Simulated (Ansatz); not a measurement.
**C: Born charges and dielectric tensor with PBE**

Crystal: C.

```xyz
2
Lattice="0.0000 1.7834 1.7834 1.7834 0.0000 1.7834 1.7834 1.7834 0.0000" Properties=species:S:1:pos:R:3 pbc="T T T"
C     2.6751    2.6751    2.6751
C     1.7834    1.7834    1.7834
```

This isn't the form of C at room conditions, which is graphite.

```
Program             : Ansatz 0.2.0
Task                : Born charges and dielectric tensor
Functional          : PBE
Potentials or basis : Ansatz PAW
Cutoff              : 420 eV (not typed: the program's choice for these potentials)
k mesh              : 13 × 13 × 13
Occupations         : fixed
Spin                : no spin polarisation
```

```
Band gap on the k mesh                  : 4.15 eV, indirect (least direct gap 5.59 eV)
Electronic dielectric tensor (diagonal) : 5.84
Born charges (mean of the diagonal)     : C +0.00 e
```

Levels at points of the mesh, in eV from the valence-band top:
```tsv
k point	band 2	band 3	band 4	band 5	band 6	band 7
(0.00, 0.00, 0.00)	0.00	0.00	0.00	5.59	5.59	5.59
```

Electronic dielectric tensor:
```
5.84 0.00 0.00
0.00 5.84 0.00
0.00 0.00 5.84
```

Born effective charge tensors (e):
atom 1, C
```
0.00 0.00 0.00
0.00 0.00 0.00
0.00 0.00 0.00
```
atom 2, C
```
0.00 0.00 0.00
0.00 0.00 0.00
0.00 0.00 0.00
```

Wall time 15 s on 2 threads of Intel(R) Xeon(R) Processor @ 2.70GHz, with other jobs on the host, peak memory 0.51 GiB.

Caveat: odd divisions of the mesh miss points on the zone boundary, where band edges often lie, so the gap on the mesh can be too wide. A k mesh can miss the band edges.
